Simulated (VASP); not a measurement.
# CuI (Cmcm) in VASP: further runs

The runs below take CuI through single point, with RPBE, B3LYP.

Program: VASP 6.6.1. These are calculated values, not measurements. Logs are shortened: lines on timing, memory, paths and dates and some standing lists are left out, and cuts for length are marked.

## Step 1: Starting point

Symmetry: Cmcm, No. 63, orthorhombic system. The conventional cell has a = 7.466 Å, b = 7.422 Å, c = 4.307 Å, α = 90.00°, β = 90.00°, γ = 90.00°. I (site symmetry m2m) is surrounded by 3 Cu at 2.58 to 2.59 Å. Cu (site symmetry m2m) has 2 Cu at 2.46 Å and 3 I at 2.58 to 2.59 Å as nearest neighbours.

Measurements of this composition are mostly on another form, of space group No. 216.

## Step 2: Single point, RPBE

Input file INCAR:

```
SYSTEM = CuI
ALGO = Fast ; EDIFF = 1E-6
ENCUT = 520 ; GGA = RP
ISIF = 2 ; ISMEAR = 0
LASPH = .TRUE. ; LCHARG = .FALSE.
LREAL = .FALSE. ; LWAVE = .FALSE.
NELM = 100 ; PREC = Accurate
SIGMA = 0.05
```

Input file KPOINTS:

```
k-points
0
G
  5 5 6
  0 0 0
```

Input file POSCAR:

```
CuI
5.2639
    0.709201844640     -0.705007004312      0.000000000000
    0.709201844640      0.705007004312      0.000000000000
    0.000000000000      0.000000000000      0.818214189099
I Cu
2 2
Direct
    0.2299573200      0.7700426800      0.2500000000
    0.7700426800      0.2299573200      0.7500000000
    0.5795611700      0.4204388300      0.2500000000
    0.4204388300      0.5795611700      0.7500000000
```

Potentials or basis: VASP PAW PBE potentials, release 54 (I, Cu).

Started as:

```bash
$ cat potpaw_PBE.54/I/POTCAR potpaw_PBE.54/Cu/POTCAR > POTCAR
$ mpirun -np 1 vasp_std > vasp.out
```

OUTCAR:

```text
SYSTEM = CuI
   EDIFF = 1E-6
   ENCUT = 520
   GGA = RP
   ISIF = 2
   ISMEAR = 0
   LASPH = .TRUE.
   LREAL = .FALSE.
   NELM = 100
   PREC = Accurate

 ion  position               nearest neighbor table
   1  0.230  0.770  0.250-   4 2.58   4 2.58   3 2.59
   2  0.770  0.230  0.750-   3 2.58   3 2.58   4 2.59
   3  0.580  0.420  0.250-   4 2.46   4 2.46   2 2.58   2 2.58   1 2.59
   4  0.420  0.580  0.750-   3 2.46   3 2.46   1 2.58   1 2.58   2 2.59

  LATTYP: Found a base centered orthorhombic cell.
 ALAT       =     7.4221727400
 B/A-ratio  =     1.0059500690
 C/A-ratio  =     0.5802879859

  Lattice vectors:

 A1 = (  -3.7331675900,  -3.7110863700,   0.0000000000)
 A2 = (   3.7331675900,  -3.7110863700,   0.0000000000)
 A3 = (   0.0000000000,   0.0000000000,   4.3069976700)

Analysis of symmetry for initial positions (statically):
=====================================================================
 Subroutine PRICEL returns:
 Original cell was already a primitive cell.

 Routine SETGRP: Setting up the symmetry group for a
 base centered orthorhombic supercell.

 Subroutine GETGRP returns: Found  8 space group operations
 (whereof  4 operations were pure point group operations)
 out of a pool of  8 trial point group operations.

The static configuration has the point symmetry C_2h.
 The point group associated with its full space group is D_2h.

Analysis of symmetry for dynamics (positions and initial velocities):
=====================================================================
 Subroutine PRICEL returns:
 Original cell was already a primitive cell.

 Routine SETGRP: Setting up the symmetry group for a
 base centered orthorhombic supercell.

 Subroutine GETGRP returns: Found  8 space group operations
 (whereof  4 operations were pure point group operations)
 out of a pool of  8 trial point group operations.

The dynamic configuration has the point symmetry C_2h.
 The point group associated with its full space group is D_2h.

 Subroutine INISYM returns: Found  8 space group operations
 (whereof  4 operations are pure point group operations),
 and found     1 'primitive' translations

----------------------------------------------------------------------------------------

                                     Primitive cell

  volume of cell :     119.3392

  direct lattice vectors                    reciprocal lattice vectors
     3.733167590 -3.711086370  0.000000000     0.133934518 -0.134731437  0.000000000
[... 91 lines left out ...]
   LREAL  =      F    real-space projection
   EDIFFG = 0.1E-04   stopping-criterion for IOM
   NSW    =      0    number of steps for IOM
   IBRION =     -1    ionic relax: 0-MD 1-quasi-New 2-CG
   NFREE  =      0    steps in history (QN), initial steepest desc. (CG)
   ISIF   =      2    stress and relaxation
   ISYM   =      2    0-nonsym 1-usesym 2-fastsym
   POTIM  = 0.5000    time-step for ionic-motion
   TEBEG  =    0.0;   TEEND  =   0.0 temperature during run
   PSTRESS=    0.0 pullay stress
   NELECT =      36.0000    total number of electrons
   NUPDOWN=      -1.0000    fix difference up-down
   EMIN   =  10.00;   EMAX   =-10.00  energy-range for DOS
   EFERMI =   0.00;   METHOD = LEGACY
   ISMEAR =     0;   SIGMA  =   0.05  broadening in eV -4-tet -1-fermi 0-gaus
   EFERMI_NEDOS =   21; number of points for ismear=-14 and -15
   IALGO  =     68    algorithm
   IMIX   =      4    mixing-type and parameters
     AMIX     =   0.40;   BMIX     =  1.00
     AMIX_MAG =   1.60;   BMIX_MAG =  1.00
  volume/ion in A,a.u.               =      29.83       201.34
  Fermi-wavevector in a.u.,A,eV,Ry     =   1.097947  2.074818 16.401647  1.205487
  Thomas-Fermi vector in A             =   2.234316
   LORBIT       =      0    0 simple, 1 ext, 2 COOP (PROOUT), +10 PAW based schemes
   GGA     = RP    functional components
   LHFCALC =     F    Hartree Fock is set to
   AEXX    =    0.0000 exact exchange contribution
   IVDW    =     0    specifies the selected vdW correction
   LEPSILON=     F    determine dielectric tensor
   LRPA    =     F    only Hartree local field effects (RPA)
 non-spin polarized calculation
 RMM-DIIS sequential band-by-band and
 Gauss-broadening in eV      SIGMA  =   0.05
  energy-cutoff  :      520.00
  volume of cell :      119.34
 maximum number of plane-waves:      3248
   NGX = 19   NGY = 19   NGZ = 17

 number of electron      35.9999983 magnetization

 Free energy of the ion-electron system (eV)
  ---------------------------------------------------
  ext. energy  EPLUGINS =         0.00000000
  ---------------------------------------------------
  free energy    TOTEN  =        -9.55301342 eV

  energy without entropy =       -9.55301342  energy(sigma->0) =       -9.55301342

 E-fermi :   4.2036     XC(G=0):  -8.3538

 val. band max:        3.9984342958   @ k =   0.0000   0.0000   0.0000
 cond. band min:       5.1612397337   @ k =   0.0000   0.0000   0.0000
 fundamental gap:      1.1628054380
 Fermi energy:         4.2036313373

 k-point     1 :       0.0000    0.0000    0.0000
  band No.  band energies     occupation
      1      -9.8448      2.00000
      2      -9.1107      2.00000
      3      -1.5540      2.00000
      4      -0.2305      2.00000
      5      -0.0121      2.00000
      6       0.0614      2.00000
[... 589 lines left out ...]
     21       7.8412      0.00000
     22       8.6317      0.00000

 [... further k-points ...]

------------------------ aborting loop because EDIFF is reached ----------------------------------------

  FORCE on cell =-STRESS in cart. coord.  units (eV):
  Direction    XX          YY          ZZ          XY          YZ          ZX
  --------------------------------------------------------------------------------------
  -------------------------------------------------------------------------------------
  Total        1.6290378      2.8198733      3.0323078      0.0000000     -0.0000000      0.0000000
  in kB       21.8704925     37.8579410     40.7099610      0.0000000     -0.0000000      0.0000000
  external PRESSURE =      33.4794648 kB  Pullay stress =       0.0000000 kB

 VOLUME and BASIS-vectors are now :
 -----------------------------------------------------------------------------
  energy-cutoff  :      520.00
  volume of cell :      119.34
      direct lattice vectors                 reciprocal lattice vectors
     3.733167590 -3.711086370  0.000000000     0.133934518 -0.134731437  0.000000000
     3.733167590  3.711086370  0.000000000     0.133934518  0.134731437  0.000000000
     0.000000000  0.000000000  4.306997670     0.000000000  0.000000000  0.232180297

 POSITION                                       TOTAL-FORCE (eV/Angst)
 -----------------------------------------------------------------------------------
      3.73317      2.00430      1.07675         0.000000      0.281913     -0.000000
      3.73317     -2.00430      3.23025         0.000000     -0.281913      0.000000
      3.73317     -0.59052      1.07675         0.000000     -0.164985      0.000000
      3.73317      0.59052      3.23025         0.000000      0.164985      0.000000
 -----------------------------------------------------------------------------------
    total drift:                                0.000000     -0.000000      0.000000

  FREE ENERGIE OF THE ION-ELECTRON SYSTEM (eV)
  ---------------------------------------------------
  free  energy   TOTEN  =        -9.5530134195 eV

  energy  without entropy=       -9.5530134195  energy(sigma->0) =       -9.55301342
```

stdout:

```text
POSCAR found type information on POSCAR I Cu
 POSCAR found :  2 types and       4 ions
 scaLAPACK will be used
 -----------------------------------------------------------------------------
|                                                                             |
|                                                                             |
|     You enforced a specific xc type in the INCAR file but a different       |
|     I HOPE YOU KNOW WHAT YOU ARE DOING!                                     |
|                                                                             |
 -----------------------------------------------------------------------------

 LDA part: xc-table for (Slater+PW92), standard interpolation
 POSCAR, INCAR and KPOINTS ok, starting setup
 FFT: planning ... GRIDC
 FFT: planning ... GRID_SOFT
 FFT: planning ... GRID
 WAVECAR not read
 entering main loop
```

Wall time 44 s (1 thread of Intel Xeon 6975P-C (Granite Rapids), shared host); peak memory 0.26 GiB.

What came out:

- Free energy: -9.5530 eV
- Pressure: 3.3 GPa
- Largest force: 0.282 eV/Å
- Band gap on the k mesh: 1.16 eV, direct

Forces in eV/Å, atoms in the order of the input:
```
I    0.000  0.282  0.000
I    0.000 -0.282  0.000
Cu   0.000 -0.165  0.000
Cu   0.000  0.165  0.000
```

Caveat: the PAW data sets were made with another functional, which shifts forces and pressure a little; spin-orbit coupling is left out, which moves the levels of the heavy elements; an odd mesh through Γ misses points on the zone boundary, where band edges often lie.

## Step 3: Single point, RPBE

Input file run.py:

```python
from ase.calculators.vasp import Vasp
from ase.dft.bandgap import bandgap
from ase.io import read

atoms = read('CuI.cif', primitive_cell=True, subtrans_included=False)
calc = Vasp(
    directory='calc',
    xc='rpbe',
    pp='PBE',
    setups='recommended',
    pp_version='54',
    prec='Accurate',
    encut=520,
    ediff=1e-06,
    ismear=0,
    sigma=0.05,
    lreal=False,
    lasph=True,
    nelm=100,
    algo='Normal',
    isif=2,
    lwave=False,
    lcharg=True,
    lelf=True,
    lvhar=True,
    kpts=[5, 5, 6],
    gamma=True,
    nbands=26,
)
atoms.calc = calc

print('energy (eV):', atoms.get_potential_energy())
print('free energy (eV):', atoms.get_potential_energy(force_consistent=True))
print('forces (eV/A):')
print(atoms.get_forces())
print('stress (eV/A^3, Voigt):', atoms.get_stress())
print('Fermi level (eV):', calc.get_fermi_level())
gap, top, bottom = bandgap(calc)
print('band gap (eV):', gap, 'from (spin, k, band)', top, 'to', bottom)
```

Input file CuI.cif:

```cif
data_CuI
_cell_length_a 7.46633518
_cell_length_b 7.42217274
_cell_length_c 4.30699767
_cell_angle_alpha 90.00000000
_cell_angle_beta 90.00000000
_cell_angle_gamma 90.00000000
_space_group_name_H-M_alt 'Cmcm'
_space_group_name_Hall '-C 2c 2'
_space_group_IT_number 63
loop_
_space_group_symop_operation_xyz
'x,y,z'
'-x,-y,-z'
'-x,-y,z+1/2'
'x,y,-z+1/2'
'x,-y,-z'
'-x,y,z'
'-x,y,-z+1/2'
'x,-y,z+1/2'
'x+1/2,y+1/2,z'
'-x+1/2,-y+1/2,-z'
'-x+1/2,-y+1/2,z+1/2'
'x+1/2,y+1/2,-z+1/2'
'x+1/2,-y+1/2,-z'
'-x+1/2,y+1/2,z'
'-x+1/2,y+1/2,-z+1/2'
'x+1/2,-y+1/2,z+1/2'
loop_
_atom_site_label
_atom_site_type_symbol
_atom_site_symmetry_multiplicity
_atom_site_Wyckoff_symbol
_atom_site_fract_x
_atom_site_fract_y
_atom_site_fract_z
_atom_site_occupancy
I1 I 4 c 0.5000000000 0.2700426800 0.2500000000 1
Cu1 Cu 4 c 0.5000000000 0.9204388300 0.2500000000 1
```

Potentials or basis: VASP PAW PBE potentials, release 54 (I, Cu).

Started as:

```bash
$ python run.py
```

The program printed:

```text
energy (eV): -9.55301335
free energy (eV): -9.55301335
forces (eV/A):
[[ 0.         -0.2821099   0.        ]
 [ 0.         -0.16486681 -0.        ]
 [ 0.          0.2821099   0.        ]
 [ 0.          0.16486681  0.        ]]
stress (eV/A^3, Voigt): [-0.01356507 -0.02351612 -0.02529855 -0.         -0.         -0.        ]
Fermi level (eV): 4.25684329
band gap (eV): 1.1627 from (spin, k, band) (0, np.int64(0), np.int64(17)) to (0, np.int64(0), np.int64(18))
```

OUTCAR:

```text
ENCUT = 520.000000
   EDIFF = 1.00e-06
   GGA = RP
   PREC = Accurate
   ISIF = 2
   ISMEAR = 0
   NELM = 100
   LASPH = .TRUE.
   LREAL = .FALSE.

 ion  position               nearest neighbor table
   1  0.770  0.230  0.750-   3 2.58   3 2.58   4 2.59
   2  0.230  0.770  0.250-   4 2.58   4 2.58   3 2.59
   3  0.580  0.420  0.250-   4 2.46   4 2.46   1 2.58   1 2.58   2 2.59
   4  0.420  0.580  0.750-   3 2.46   3 2.46   2 2.58   2 2.58   1 2.59

  LATTYP: Found a base centered orthorhombic cell.
 ALAT       =     7.4221727400
 B/A-ratio  =     1.0059500690
 C/A-ratio  =     0.5802879859

  Lattice vectors:

 A1 = (  -3.7331675900,  -3.7110863700,   0.0000000000)
 A2 = (   3.7331675900,  -3.7110863700,   0.0000000000)
 A3 = (   0.0000000000,   0.0000000000,   4.3069976700)

Analysis of symmetry for initial positions (statically):
=====================================================================
 Subroutine PRICEL returns:
 Original cell was already a primitive cell.

 Routine SETGRP: Setting up the symmetry group for a
 base centered orthorhombic supercell.

 Subroutine GETGRP returns: Found  8 space group operations
[... 171 lines left out ...]

 E-fermi :   4.2568     XC(G=0):  -8.3538

 val. band max:        3.9983644665   @ k =   0.0000   0.0000   0.0000
 cond. band min:       5.1611155145   @ k =   0.0000   0.0000   0.0000
 fundamental gap:      1.1627510479
 Fermi energy:         4.2568432887

 k-point     1 :       0.0000    0.0000    0.0000
  band No.  band energies     occupation
      1      -9.8453      2.00000
      2      -9.1113      2.00000
      3      -1.5542      2.00000
      4      -0.2306      2.00000
      5      -0.0122      2.00000
      6       0.0612      2.00000
[... 685 lines left out ...]
     25      11.6366      0.00000
     26      12.1161      0.00000

 [... further k-points ...]

------------------------ aborting loop because EDIFF is reached ----------------------------------------

  FORCE on cell =-STRESS in cart. coord.  units (eV):
  Direction    XX          YY          ZZ          XY          YZ          ZX
  --------------------------------------------------------------------------------------
  -------------------------------------------------------------------------------------
  Total        1.6188436      2.8063947      3.0191073      0.0000000      0.0000000      0.0000000
  in kB       21.7336312     37.6769856     40.5327393      0.0000000      0.0000000      0.0000000
  external PRESSURE =      33.3144520 kB  Pullay stress =       0.0000000 kB

 VOLUME and BASIS-vectors are now :
 -----------------------------------------------------------------------------
  energy-cutoff  :      520.00
  volume of cell :      119.34
      direct lattice vectors                 reciprocal lattice vectors
     3.733167590 -3.711086370  0.000000000     0.133934518 -0.134731437  0.000000000
     3.733167590  3.711086370  0.000000000     0.133934518  0.134731437  0.000000000
     0.000000000  0.000000000  4.306997670     0.000000000  0.000000000  0.232180297

 POSITION                                       TOTAL-FORCE (eV/Angst)
 -----------------------------------------------------------------------------------
      3.73317     -2.00430      3.23025         0.000000     -0.282110      0.000000
      3.73317      2.00430      1.07675         0.000000      0.282110      0.000000
      3.73317     -0.59052      1.07675         0.000000     -0.164867     -0.000000
      3.73317      0.59052      3.23025         0.000000      0.164867      0.000000
 -----------------------------------------------------------------------------------
    total drift:                                0.000000     -0.000000      0.000000

  FREE ENERGIE OF THE ION-ELECTRON SYSTEM (eV)
  ---------------------------------------------------
  free  energy   TOTEN  =        -9.5530133466 eV

  energy  without entropy=       -9.5530133466  energy(sigma->0) =       -9.55301335
```

INCAR:

```text
ENCUT = 520.000000
SIGMA = 0.050000
EDIFF = 1.00e-06
ALGO = Normal
GGA = RP
PREC = Accurate
ISIF = 2
ISMEAR = 0
NBANDS = 26
NELM = 100
LASPH = .TRUE.
LCHARG = .TRUE.
LELF = .TRUE.
LVHAR = .TRUE.
LWAVE = .FALSE.
LREAL = .FALSE.
```

It took 55 s on 1 thread of Intel Xeon 6975P-C (Granite Rapids), shared host; peak memory 0.27 GiB.

Results:

- Free energy: -9.5530 eV
- Pressure: 3.3 GPa
- Largest force: 0.282 eV/Å
- Band gap on the k mesh: 1.16 eV, direct

Forces in eV/Å, atoms in the order of the input:
```
I    0.000 -0.282  0.000
Cu   0.000 -0.165  0.000
I    0.000  0.282  0.000
Cu   0.000  0.165  0.000
```

Levels at points of the mesh, in eV from the valence-band top:
| k point | band 16 | band 17 | band 18 | band 19 | band 20 | band 21 |
| --- | --- | --- | --- | --- | --- | --- |
| (0.00, 0.00, 0.00) | -1.48 | -0.91 | 0.00 | 1.16 | 1.87 | 2.51 |
| (0.00, 0.00, 0.50) | -1.78 | -1.61 | -1.61 | 3.72 | 3.72 | 3.91 |

Caveat: the PAW data sets were made with another functional, which shifts forces and pressure a little; spin-orbit coupling is left out, which moves the levels of the heavy elements; an odd mesh through Γ misses points on the zone boundary, where band edges often lie.

## Step 4: Single point, B3LYP

Input file POSCAR:

```
CuI
1.0
    3.7331675900     -3.7110863700      0.0000000000
    3.7331675900      3.7110863700      0.0000000000
    0.0000000000      0.0000000000      4.3069976700
I Cu
2 2
Direct
    0.2299573200      0.7700426800      0.2500000000
    0.7700426800      0.2299573200      0.7500000000
    0.5795611700      0.4204388300      0.2500000000
    0.4204388300      0.5795611700      0.7500000000
```

Input file INCAR.step1:

```
SYSTEM = CuI
ALGO = Normal
EDIFF = 1E-5
ENCUT = 600
GGA = PE
ISIF = 2
ISMEAR = 0
LASPH = .TRUE.
LCHARG = .FALSE.
LREAL = .FALSE.
LWAVE = .TRUE.
NELM = 60
PREC = Accurate
SIGMA = 0.05
```

Input file INCAR.step2:

```
SYSTEM = CuI
AEXX = 0.2
AGGAC = 0.81
AGGAX = 0.72
ALDAC = 0.19
ALGO = Normal
EDIFF = 1E-6
ENCUT = 600
GGA = B3
HFRCUT = -1
ISIF = 2
ISMEAR = 0
ISTART = 1
LASPH = .TRUE.
LCHARG = .FALSE.
LHFCALC = .TRUE.
LREAL = .FALSE.
LWAVE = .FALSE.
NELM = 60
PREC = Accurate
PRECFOCK = Fast
SIGMA = 0.05
```

Input file KPOINTS:

```
k-points
0
G
  3 3 4
  0 0 0
```

Potentials or basis: VASP PAW PBE potentials, release 64 (I, Cu).

Started as:

```bash
$ cat potpaw_PBE.64/I/POTCAR potpaw_PBE.64/Cu/POTCAR > POTCAR
$ cp INCAR.step1 INCAR
$ mpirun -np 1 vasp_std > vasp.out
$ cp INCAR.step2 INCAR
$ mpirun -np 1 vasp_std > vasp.out
```

Run time: 7.9 min. Hardware: 1 thread of Intel Xeon 6975P-C (Granite Rapids), shared host; peak memory 0.28 GiB.

It converged, with:

| Quantity | Value |
| --- | --- |
| Free energy | -11.4845 eV |
| Pressure | 3.5 GPa |
| Largest force | 0.341 eV/Å |
| Band gap on the k mesh | 2.59 eV, direct |

Forces on the atoms (eV/Å):
```
I    0.000  0.341  0.000
I    0.000 -0.341  0.000
Cu   0.000 -0.269  0.000
Cu   0.000  0.269  0.000
```

Stress tensor (GPa, compression positive):
```
1.88 0.00 0.00
0.00 3.82 0.00
0.00 0.00 4.74
```

Levels at points of the mesh, in eV from the valence-band top:
| k point | band 14 | band 15 | band 16 | band 17 | band 18 | band 19 | band 20 | band 21 | band 22 |
| --- | --- | --- | --- | --- | --- | --- | --- | --- | --- |
| (0.00, 0.00, 0.00) | -2.56 | -1.96 | -1.82 | -0.88 | 0.00 | 2.59 | 3.25 | 4.06 | 6.33 |
| (0.00, 0.00, 0.50) | -2.61 | -2.38 | -2.38 | -1.78 | -1.78 | 5.37 | 5.37 | 5.43 | 5.43 |

Caveat: the PAW data sets were made with another functional, which shifts forces and pressure a little; spin-orbit coupling is left out, which moves the levels of the heavy elements.
